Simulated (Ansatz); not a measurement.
# Preparing TiO2 (Pbcn) as a host crystal

Aim: the runs on the perfect crystal TiO2 (Pbcn) that a defect calculation needs first.

Method: plane-wave PAW DFT, PBEsol; relaxation of the defect-free supercell from random displacements, a test of the host's stability; PAW set soft_1, in Ansatz 0.2.0.

## 1. Set-up

The cell holds 48 atoms: 16 Ti and 32 O. Cell: a = 8.637 Å, b = 8.637 Å, c = 8.637 Å, α = 116.6°, β = 101.0°, γ = 111.2°.

## 2. Defect free supercell relaxed from displaced atoms

The input displaces the atoms at random before the relaxation, so that it can leave a symmetric saddle if there is one.

The input, pristine.rattled/input.yaml:

```yaml
crystal:
  lattice:
    - [-4.5384616283, 5.4951486018, 4.8790995231]
    - [4.5384616283, -5.4951486018, 4.8790995231]
    - [4.5384616283, 5.4951486018, -4.8790995231]
  atoms:
    - { symbol: Ti, position: [0.2125945018, 0.125, 0.5875945018] }
    - { symbol: Ti, position: [0.2125945018, 0.625, 0.0875945018] }
    - { symbol: Ti, position: [0.7125945018, 0.125, 0.0875945018] }
    - { symbol: Ti, position: [0.7125945018, 0.625, 0.5875945018] }
    - { symbol: Ti, position: [0.0374054982, 0.125, 0.9124054982] }
    - { symbol: Ti, position: [0.0374054982, 0.625, 0.4124054982] }
    - { symbol: Ti, position: [0.5374054982, 0.125, 0.4124054982] }
    - { symbol: Ti, position: [0.5374054982, 0.625, 0.9124054982] }
    - { symbol: Ti, position: [0.2874054982, 0.375, 0.4124054982] }
    - { symbol: Ti, position: [0.2874054982, 0.875, 0.9124054982] }
    - { symbol: Ti, position: [0.7874054982, 0.375, 0.9124054982] }
    - { symbol: Ti, position: [0.7874054982, 0.875, 0.4124054982] }
    - { symbol: Ti, position: [0.4625945018, 0.375, 0.0875945018] }
    - { symbol: Ti, position: [0.4625945018, 0.875, 0.5875945018] }
    - { symbol: Ti, position: [0.9625945018, 0.375, 0.5875945018] }
    - { symbol: Ti, position: [0.9625945018, 0.875, 0.0875945018] }
    - { symbol: O, position: [0.3496851066, 0.4047940149, 0.6732837766] }
    - { symbol: O, position: [0.3496851066, 0.9047940149, 0.1732837766] }
    - { symbol: O, position: [0.8496851066, 0.4047940149, 0.1732837766] }
    - { symbol: O, position: [0.8496851066, 0.9047940149, 0.6732837766] }
    - { symbol: O, position: [0.4003148934, 0.07359867, 0.5551089083] }
    - { symbol: O, position: [0.4003148934, 0.57359867, 0.0551089083] }
    - { symbol: O, position: [0.9003148934, 0.07359867, 0.0551089083] }
    - { symbol: O, position: [0.9003148934, 0.57359867, 0.5551089083] }
    - { symbol: O, position: [0.2315102383, 0.17640133, 0.8267162234] }
    - { symbol: O, position: [0.2315102383, 0.67640133, 0.3267162234] }
    - { symbol: O, position: [0.7315102383, 0.17640133, 0.3267162234] }
    - { symbol: O, position: [0.7315102383, 0.67640133, 0.8267162234] }
    - { symbol: O, position: [0.0184897617, 0.3452059851, 0.9448910917] }
    - { symbol: O, position: [0.0184897617, 0.8452059851, 0.4448910917] }
    - { symbol: O, position: [0.5184897617, 0.3452059851, 0.4448910917] }
    - { symbol: O, position: [0.5184897617, 0.8452059851, 0.9448910917] }
    - { symbol: O, position: [0.4815102383, 0.1547940149, 0.0551089083] }
    - { symbol: O, position: [0.4815102383, 0.6547940149, 0.5551089083] }
    - { symbol: O, position: [0.9815102383, 0.1547940149, 0.5551089083] }
    - { symbol: O, position: [0.9815102383, 0.6547940149, 0.0551089083] }
    - { symbol: O, position: [0.2684897617, 0.32359867, 0.1732837766] }
    - { symbol: O, position: [0.2684897617, 0.82359867, 0.6732837766] }
    - { symbol: O, position: [0.7684897617, 0.32359867, 0.6732837766] }
    - { symbol: O, position: [0.7684897617, 0.82359867, 0.1732837766] }
    - { symbol: O, position: [0.0996851066, 0.42640133, 0.4448910917] }
    - { symbol: O, position: [0.0996851066, 0.92640133, 0.9448910917] }
    - { symbol: O, position: [0.5996851066, 0.42640133, 0.9448910917] }
    - { symbol: O, position: [0.5996851066, 0.92640133, 0.4448910917] }
    - { symbol: O, position: [0.1503148934, 0.0952059851, 0.3267162234] }
    - { symbol: O, position: [0.1503148934, 0.5952059851, 0.8267162234] }
    - { symbol: O, position: [0.6503148934, 0.0952059851, 0.8267162234] }
    - { symbol: O, position: [0.6503148934, 0.5952059851, 0.3267162234] }
basis:
  ecutwfc: 420
  xc_grid: 2
hamiltonian:
  xc: pbesol
  pseudopotentials: { kind: paw, azcp: { folder: soft_1 }, xc_functional: pbe }
kpoints:
  mp_grid: { grid: [1, 1, 1] }
scf:
  occupations: { method: fermi_dirac, width: 0.01 }
  max_iter: 100
  lower_state_search: "off"
output:
  forces: true
relax:
  f_tol: 0.015
  max_steps: 120
  random_displacement: { amplitude: 0.06, seed: 3539 }
checkpoint:
  write: "../pristine.rattled.run"
  compress: false
  write_wavefunctions: false
  write_every: 100000
```

Command:

```sh
> ansatz run input.yaml --threads 8 --pin off --max-ram 15073MiB --backend cpu --events-out ev --progress --plain --runs-dir out
```

Numbers of over 12 decimals in the logs are rounded to 6 here.

Log:

```text
[... repeated set-up lines and file paths are left out, and long positions are rounded to six places ...]
Engine: ansatz 0.2.0, aarch64-unknown-linux-gnu
Pseudopotentials: kind: paw
Pseudopotential: Ti, paw, valence charge 12, recommended cutoff 420 eV (normal), soft_1/Ti.paw.azcp
Pseudopotential: O, paw, valence charge 6, recommended cutoff 420 eV (normal), soft_1/O.paw.azcp
Functional definition: PBEsol
  exchange = pbesol_x
  correlation = pbesol_c
Crystal: 48 atoms, lattice volume = 486.730 Å³
Basis set: ecut = 420 eV, 9557 PW (Γ), exchange–correlation on 120×120×120 points (8 copies of the dense FFT grid, shifted against one another)
Bands: 240, of which v1, the nominal top of the filled ones, is band 192 counted from 1 (191 counted from 0)
Symmetry: 1 space group operations
k-points: 1
Non-local potential: Ti, projectors of the file, l = 0: 3, l = 1: 2, l = 2: 3, l = 3: 1
Non-local potential: O, projectors of the file, l = 0: 2, l = 1: 2, l = 2: 1
PAW form: soft (Blöchl's): semilocal exchange-correlation on the pseudo side does not see the compensation charge
PAW frozen core: Ti, regenerated for the run's functional, and the local potential with it (the file was generated under x = pbe(κ = 0.804, μ = 0.219515), c = pbe(β = 0.066725))
PAW frozen core: O, regenerated for the run's functional, and the local potential with it (the file was generated under x = pbe(κ = 0.804, μ = 0.219515), c = pbe(β = 0.066725))
PAW one-centre angular grid: Ti, 590 points (default); XC on 64 Gauss nodes
PAW one-centre angular grid: O, 110 points (default); XC on 64 Gauss nodes
Initial density: superposition of atomic densities (chi_scale 0.1, normalization cell, long waves kept (reshape's long-wave potential 0.04 eV rms))
Initial wavefunctions: pseudopotential atomic-orbital guess
Functional: x = pbesol(κ = 0.804, μ = 0.123457), c = pbesol(β = 0.046)
SCF iter   1: F=—  HF=-57596.789795 eV  |F-HF|=—  |Δ(HF+E_count)|=         —  Δρ=5.73e-2  dr2=1.40e1  ethr=3.10e-3  ⟨swp⟩=4.0  Hψ=749  notcnv=0  defer=5
preconditioner: auto → Resta (q_TF=auto, 2.623 Å⁻¹)  ε∞=8.5  [insulator: Δε(μ)=2.695 eV  Ē_g=9.805 eV  σ=0.010 eV  W_gap=1.00  n_scr=150 (ndim 8)  ℏωp=26.9 eV  f_vac=0.000  D(μ)=0.00/eV (n_scr^D=0)  ε∞_Penn≈8.5]
SCF iter   2: F=—  HF=-57595.955794 eV  |F-HF|=—  |Δ(HF+E_count)|=   8.34e-1  Δρ=3.26e-2  dr2=4.32e0  ethr=3.10e-3  ⟨swp⟩=2.0  Hψ=286  notcnv=0  defer=38
SCF iter   3: F=—  HF=-57595.692786 eV  |F-HF|=—  |Δ(HF+E_count)|=   2.63e-1  Δρ=6.29e-3  dr2=2.23e-1  ethr=1.12e-3  ⟨swp⟩=4.0  Hψ=345  notcnv=0  defer=38
SCF iter   4: F=—  HF=-57595.715086 eV  |F-HF|=—  |Δ(HF+E_count)|=   2.23e-2  Δρ=1.83e-3  dr2=2.00e-2  ethr=5.81e-5  ⟨swp⟩=3.0  Hψ=414  notcnv=0  defer=38
SCF iter   5: F=—  HF=-57595.722260 eV  |F-HF|=—  |Δ(HF+E_count)|=   7.17e-3  Δρ=4.51e-4  dr2=1.11e-3  ethr=5.20e-6  ⟨swp⟩=2.0  Hψ=308  notcnv=0  defer=38
SCF iter   6: F=—  HF=-57595.722571 eV  |F-HF|=—  |Δ(HF+E_count)|=   3.11e-4  Δρ=1.33e-4  dr2=9.09e-5  ethr=2.90e-7  ⟨swp⟩=2.0  Hψ=340  notcnv=0  defer=38
SCF iter   7: F=—  HF=-57595.722614 eV  |F-HF|=—  |Δ(HF+E_count)|=   4.35e-5  Δρ=4.55e-5  dr2=8.66e-6  ethr=2.37e-8  ⟨swp⟩=2.0  Hψ=329  notcnv=0  defer=38
SCF iter   8: F=-57595.722616 eV  HF=-57595.722617 eV  |F-HF|=4.54e-7  |Δ(HF+E_count)|=   2.42e-6  Δρ=1.57e-5  dr2=9.96e-7  ethr=1.46e-9  ⟨swp⟩=4.0  Hψ=630  notcnv=0
SCF 1 converged in 8 iterations: F = -57595.722616 eV  dr2 = 9.96e-7
  greatest PAW one-centre occupation: 0.998 electrons in one spin orbital (limit 2), on the Ti atom at site 14 (counted from 0), in its partial waves of l = 0
relax step   1: F+E_penalty+E_count = -57595.72261643 eV  Δ(F+E_penalty+E_count) = +0.000e0 eV  max|allowed force component| = 1.846e0 eV/Å  Δτ_max = 0.0000 Å  (8 SCF iters, dr2 threshold 5.63e-6 eV, accepted)
[... the SCF cycles and remarks between the steps are left out from here to the last step ...]
relax step   2: F+E_penalty+E_count = -57596.64286323 eV  Δ(F+E_penalty+E_count) = -9.202e-1 eV  max|allowed force component| = 7.436e-1 eV/Å  Δτ_max = 0.0754 Å  (7 SCF iters, dr2 threshold 1.00e-4 eV, accepted)
relax step   3: F+E_penalty+E_count = -57597.00359140 eV  Δ(F+E_penalty+E_count) = -3.607e-1 eV  max|allowed force component| = 1.172e-1 eV/Å  Δτ_max = 0.0654 Å  (7 SCF iters, dr2 threshold 3.46e-5 eV, accepted)
relax step   4: F+E_penalty+E_count = -57597.01518363 eV  Δ(F+E_penalty+E_count) = -1.159e-2 eV  max|allowed force component| = 1.430e-2 eV/Å  Δτ_max = 0.0199 Å  (7 SCF iters, dr2 threshold 8.59e-7 eV, accepted)
iter 1 solved again at ethr=1.33e-10 eV; its pass at ethr=3.10e-3 eV (dr2=5.11e-7 eV) is discarded
SCF iter   1: F=—  HF=-57597.015176 eV  |F-HF|=—  |Δ(HF+E_count)|=         —  Δρ=1.11e-5  dr2=5.12e-7  ethr=1.33e-10  ⟨swp⟩=1.0  Hψ=560  notcnv=0  defer=39
SCF iter   2: F=—  HF=-57597.015184 eV  |F-HF|=—  |Δ(HF+E_count)|=   7.79e-6  Δρ=6.57e-6  dr2=2.14e-7  ethr=1.33e-10  ⟨swp⟩=2.0  Hψ=297  notcnv=0  defer=39
SCF iter   3: F=-57597.015184 eV  HF=-57597.015184 eV  |F-HF|=4.07e-9  |Δ(HF+E_count)|=   3.54e-8  Δρ=4.04e-6  dr2=9.77e-8  ethr=2.60e-11  ⟨swp⟩=3.0  Hψ=564  notcnv=0
SCF 5 converged in 3 iterations: F = -57597.015184 eV  dr2 = 9.77e-8
relax step   5: F+E_penalty+E_count = -57597.01518378 eV  Δ(F+E_penalty+E_count) = -1.525e-7 eV  max|allowed force component| = 1.429e-2 eV/Å  Δτ_max = 0.0000 Å  (3 SCF iters, accepted)
SCF converged after 3 iterations
Free energy (F): -57597.015184 eV
Harris-Foulkes:  -57597.015184 eV  (|F-HF|=4.07e-9)
Internal energy: -57597.015184 eV  (E = F + TS)
E sigma→0 (E₀):  -57597.015184 eV
Fermi energy:    10.306252 eV
--- Per-component energies (eV) ---
  E_band       = -2999.547793
  E_kinetic    = 9843.556412
  E_local      = -24526.180858  (includes V_loc(G=0)·N_el)
  E_nonlocal   = 2619.613853
  E_hartree    = 9200.840834
  E_xc         = -4118.139616
  E_vxc        = -5238.840549  (∫ρ·V_xc dr)
  E_paw        = -21259.033264  (= ΣΔE_a)
  E_vpaw       = -4099.403490  (= ΣTr[D̂ρ^β])
  E_aug_tail   = 0.023286  (compensation charges beyond the density's cutoff)
  E_ewald      = -29361.055196
  E_core_change = 3.359366  (= ΣΔE_core)
  E_smearing   = -0.000000  (= −TS)
  E_closure    = 0.000000  (closes the sum)
  Σ components = -57597.015184   (vs F -57597.015184, Δ=0.00e0)
--- Forces (eV/Å), atoms counted from 1 ---
  atom   1  Ti    -0.01429077    -0.00793971    -0.00136427
  atom   2  Ti    -0.00150014    -0.00406378     0.00030526
  atom   3  Ti     0.00027454    -0.00223341     0.00509821
  atom   4  Ti    -0.00241817    -0.01208935     0.00556410
  atom   5  Ti    -0.00343944     0.00194506     0.00060979
  atom   6  Ti     0.00486386    -0.00186828     0.00273190
  atom   7  Ti     0.00196182     0.00794537     0.00658368
  atom   8  Ti     0.00662248    -0.00177877    -0.00846328
  atom   9  Ti    -0.00034118     0.00003795     0.00153846
  atom  10  Ti    -0.00366292     0.01032938    -0.00259532
  atom  11  Ti    -0.00084056     0.00646812    -0.00672943
  atom  12  Ti     0.00428826     0.00565269    -0.00098012
  atom  13  Ti    -0.00053820    -0.00101799    -0.00734754
  atom  14  Ti    -0.00745614    -0.00596710     0.00309958
  atom  15  Ti    -0.01020110    -0.00469506     0.00388018
  atom  16  Ti     0.00564737    -0.00047415    -0.00275215
  atom  17  O      0.00062033    -0.00152280    -0.00194822
  atom  18  O      0.00142321    -0.00788872    -0.00341470
  atom  19  O     -0.00033007    -0.00520320    -0.00231033
  atom  20  O      0.00343758     0.00006532     0.00440799
  atom  21  O     -0.00029923     0.00076946    -0.00193781
  atom  22  O     -0.00280732     0.00721915     0.00863485
  atom  23  O      0.00145354     0.00764792     0.00004557
  atom  24  O      0.00362802     0.00944725    -0.00564684
  atom  25  O      0.00583576     0.00448245    -0.00652771
  atom  26  O      0.00382913     0.00581129    -0.00161533
  atom  27  O      0.00426732     0.00341999     0.00427794
  atom  28  O      0.00183012     0.00630462     0.00099042
  atom  29  O     -0.00117402    -0.00388845     0.00241765
  atom  30  O      0.00232060    -0.00296091     0.00095560
  atom  31  O      0.00268152    -0.00039352     0.00598861
  atom  32  O     -0.00030459     0.00177281    -0.00170836
  atom  33  O      0.00051422     0.00616150    -0.00109343
  atom  34  O     -0.00043689    -0.00319395     0.00111711
  atom  35  O     -0.00175277     0.00363812     0.00134620
  atom  36  O      0.00421657     0.00045256    -0.00108571
  atom  37  O      0.00391688    -0.00427305     0.00076712
  atom  38  O     -0.00508983    -0.00238468     0.00249141
  atom  39  O      0.00461199    -0.00187477    -0.00311123
  atom  40  O     -0.00723793    -0.00880982     0.00064284
  atom  41  O     -0.00146169    -0.00413677     0.00081196
  atom  42  O     -0.00137528    -0.00474164    -0.00329365
  atom  43  O     -0.00200179    -0.00790676     0.00159995
  atom  44  O     -0.00076800    -0.00700108    -0.00535140
  atom  45  O     -0.00755581     0.00134175    -0.00458544
  atom  46  O      0.00427380     0.00339434     0.00482621
  atom  47  O      0.00061236     0.00929818     0.00444988
  atom  48  O      0.00398767     0.00470719    -0.00132643
  max |Σ_I F_I| component: 1.65e-4 eV/Å
--- Relaxed structure (5 steps of the walk, 5 accepted, 0 SCFs on fresh bases) ---
  F+E_penalty+E_count = -57597.01518378 eV   max|allowed force component| = 1.429e-2 eV/Å
  atoms:
    - { symbol: Ti, position: [0.215088, 0.126359, 0.590307] }
    - { symbol: Ti, position: [0.215056, 0.626103, 0.090009] }
    - { symbol: Ti, position: [0.714900, 0.126147, 0.090121] }
    - { symbol: Ti, position: [0.715011, 0.625967, 0.590019] }
    - { symbol: Ti, position: [0.035298, 0.126080, 0.910449] }
    - { symbol: Ti, position: [0.035494, 0.626085, 0.410317] }
    - { symbol: Ti, position: [0.535239, 0.125940, 0.410384] }
    - { symbol: Ti, position: [0.535640, 0.626250, 0.910432] }
    - { symbol: Ti, position: [0.285490, 0.376267, 0.410483] }
    - { symbol: Ti, position: [0.285458, 0.876280, 0.910393] }
    - { symbol: Ti, position: [0.785540, 0.376310, 0.910445] }
    - { symbol: Ti, position: [0.785572, 0.876216, 0.410505] }
    - { symbol: Ti, position: [0.465088, 0.376347, 0.090101] }
    - { symbol: Ti, position: [0.465142, 0.876262, 0.590210] }
    - { symbol: Ti, position: [0.965028, 0.376269, 0.590166] }
    - { symbol: Ti, position: [0.965213, 0.876342, 0.090191] }
    - { symbol: O, position: [0.347005, 0.406018, 0.673710] }
    - { symbol: O, position: [0.346947, 0.905856, 0.173561] }
    - { symbol: O, position: [0.846947, 0.405888, 0.173588] }
    - { symbol: O, position: [0.846858, 0.905775, 0.673597] }
    - { symbol: O, position: [0.403616, 0.077919, 0.558409] }
    - { symbol: O, position: [0.403516, 0.577793, 0.058265] }
    - { symbol: O, position: [0.903452, 0.077767, 0.058194] }
    - { symbol: O, position: [0.903549, 0.577822, 0.558158] }
    - { symbol: O, position: [0.231595, 0.174071, 0.826550] }
    - { symbol: O, position: [0.231635, 0.674023, 0.326490] }
    - { symbol: O, position: [0.731436, 0.173865, 0.326442] }
    - { symbol: O, position: [0.731613, 0.673989, 0.826552] }
    - { symbol: O, position: [0.018872, 0.346106, 0.941829] }
    - { symbol: O, position: [0.018998, 0.846163, 0.441821] }
    - { symbol: O, position: [0.518835, 0.346015, 0.441746] }
    - { symbol: O, position: [0.518860, 0.846103, 0.941697] }
    - { symbol: O, position: [0.481609, 0.155932, 0.058266] }
    - { symbol: O, position: [0.481746, 0.655961, 0.558483] }
    - { symbol: O, position: [0.981681, 0.156005, 0.558476] }
    - { symbol: O, position: [0.981725, 0.655971, 0.058336] }
    - { symbol: O, position: [0.268867, 0.327838, 0.173602] }
    - { symbol: O, position: [0.268829, 0.827942, 0.673625] }
    - { symbol: O, position: [0.768892, 0.327969, 0.673594] }
    - { symbol: O, position: [0.768979, 0.828030, 0.173734] }
    - { symbol: O, position: [0.096868, 0.424100, 0.441871] }
    - { symbol: O, position: [0.096897, 0.924165, 0.941899] }
    - { symbol: O, position: [0.596979, 0.424203, 0.941969] }
    - { symbol: O, position: [0.597004, 0.924193, 0.441994] }
    - { symbol: O, position: [0.153696, 0.096307, 0.326639] }
    - { symbol: O, position: [0.153602, 0.596125, 0.826489] }
    - { symbol: O, position: [0.653566, 0.096227, 0.826513] }
    - { symbol: O, position: [0.653678, 0.596135, 0.326490] }
```

Wall time 13 s (8 threads of Arm Neoverse N1, shared host); peak memory 0.72 GiB.

Step by step:

```
step  energy less that of the first step (eV)  largest force component (eV/Å)
   1                                   0.0000                          1.8463
   2                                  -0.9202                          0.7436
   3                                  -1.2810                          0.1172
   4                                  -1.2926                          0.0143
   5                                  -1.2926                          0.0143
```

The atoms that moved most (Å, from the sites as typed, ahead of the random displacement, the mean shift of all atoms taken out):

```
atom      dx      dy      dz  length
 O27  -0.017   0.016  -0.017   0.029
 O28  -0.017   0.017  -0.016   0.028
 O32  -0.016  -0.017   0.016   0.028
 O26  -0.017   0.016  -0.016   0.028
 O48  -0.016   0.016   0.016   0.028
 O30  -0.016  -0.016   0.016   0.028
 O25  -0.016   0.016  -0.016   0.028
 O31  -0.017  -0.016   0.015   0.028
```

The relaxation ends 27 meV an atom lower than the displaced start, with a largest force component of 0.014 eV/Å.

## 3. Outcome

- symmetric supercell less the displaced and relaxed one: 0.000 eV

**Reading.** The energy fell by 1.293 eV from the randomly displaced start; against the sites as typed, O27 ends farthest off, by 0.03 Å, once the mean shift is taken out. The displaced cell ends within 0.01 eV of the symmetric one, so no lower structure shows in this supercell. All at zero temperature.

[Logs are printed without paths, hosts, clocks, repeated set-up lines and the standing remarks that a program may print on its own settings, such as how far it seeks lower states.]

[Hosts, paths, dates, database ids (printed as entryN), source tags and the programs' standing remarks are cut or masked in the printed files.]

[Runs of the host that timed out are not shown.]

[For some hosts the program warned that the k-mesh of the response run may be too coarse for force constants and the static dielectric constant; such warnings are not always shown.]
